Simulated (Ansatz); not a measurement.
# BN (F-43m), an elastic constant from a strain scan

These are results of DFT PBE, scalar-relativistic, plane waves, PAW in Ansatz, not measurements. Cutoff 420 eV, Γ-centred 12×12×12 k-points, Gaussian smearing of 0.05 eV. No spin polarisation. Energies are free energies at this smearing, counted from the undisturbed cell; pressure is positive in compression.

Reference structure (relaxed at this level):

```
B N
1.0
     0.00000    1.81235    1.81235
     1.81235    0.00000    1.81235
     1.81235    1.81235    0.00000
B N
1 1
Direct
  0.00000 0.00000 0.00000
  0.75000 0.75000 0.75000
```

The cell is strained by ε times the Voigt pattern (0, 0, 1, 0, 0, 0) (xx, yy, zz, yz, xz, xy; engineering shear) with fractional coordinates fixed. The cell holds 2 atoms in V0 = 11.91 Å³. The stress column is τ = (1/V0) dE/dε, got from the stress tensor σ (compression positive) at each point as −det(1 + εP) σ : P(1 + εP)⁻¹, with P the pattern as a tensor.

| ε | ΔE (meV/atom) | τ (GPa) |
| --- | --- | --- |
| -0.0600 | 54.307 | -49.899 |
| -0.0450 | 30.163 | -36.810 |
| -0.0300 | 13.192 | -24.142 |
| -0.0150 | 3.196 | -11.871 |
| 0.0000 | 0.000 | 0.011 |
| 0.0150 | 3.107 | 11.474 |
| 0.0300 | 12.606 | 22.562 |
| 0.0450 | 28.179 | 33.263 |
| 0.0525 | 38.199 | 38.468 |
| 0.0600 | ? | ? |

Problem. Which combination of elastic constants does this scan measure, and how large is it?

Solution. For small ε, τ = τ0 + Kε with K = pᵀCp, which for this pattern is C11 in the cubic axes. The parabola through τ at ε = -0.0150, 0 and 0.0150 has slope K = 778 GPa at zero. The energies per cell, E = NΔE, of the same two points give K = 2[E(ε₊)/ε₊ − E(ε₋)/ε₋]/[(ε₊ − ε₋)V0] = 754 GPa, in agreement.

Problem. Predict the withheld row at ε = 0.0600 from the harmonic law, and compare.

Solution. ΔE = V0(τ0 ε + Kε²/2)/N = 52.066 meV/atom and τ = 46.70 GPa. The calculation gives 49.632 meV/atom and 43.58 GPa, a miss of 4.7 % of the harmonic energy, so the harmonic law still holds here.

Cost: 10 runs of about 0.29 core-minutes in all, on Arm Neoverse V2 (shared hosts).